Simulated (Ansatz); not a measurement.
Cd, fcc type; equations of state without spin from Ansatz PAW hard set, 700 eV.

PBE (k-mesh 21³, smearing 0.061 eV) gives V₀ = 22.832 Å³/atom and B₀ = 41.8 GPa.

Problem. What does r²SCAN give (700 eV, k-mesh 13³, smearing 0.1 eV)?

Solution. V₀ = 21.713 Å³/atom (-4.9 %) and B₀ = 53 GPa (+26 %).

This cubic structure is a model: it isn't the usual form of the substance at ambient conditions, and such phases are metastable or hypothetical. Potentials made with PBE were used with another functional (at least in: Ansatz PAW hard set, 700 eV (r²SCAN)).
